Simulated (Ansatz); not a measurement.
Al: computed properties

The calculation used DFT PBEsol, scalar-relativistic, plane waves, PAW in Ansatz 0.2.0.

Cutoff 420 eV; k points 18×18×10 on the computed 2-atom cell (Γ-centred); Gaussian smearing, width 0.10 eV; no spin polarisation.

The structure is relaxed at this level of theory with its symmetry kept. This form isn't the element's structure at ambient conditions.

```
CELL_PARAMETERS angstrom
2.85007 0.00000 0.00000
-1.42504 2.46823 0.00000
0.00000 0.00000 4.63732
ATOMIC_POSITIONS crystal
Al 0.66667 0.33333 0.75000
Al 0.33333 0.66667 0.25000
```

Question: Formation energy from the elements' standard states (uncorrected)?

Answer: +0.037 eV/atom.

Question: Density of states at the Fermi level?

Answer: 0.85 states/eV per cell.

Question: Löwdin character within 0.5 eV of the Fermi level?

Answer: Al 3p 64 %, Al 3s 31 %, unprojected 5 %.

Question: Bulk modulus?

Answer: 78 GPa.

Question: Its pressure derivative?

Answer: 4.6.

Question: Bader charges (e)?

Answer: Al (2 in the cell) 0.00.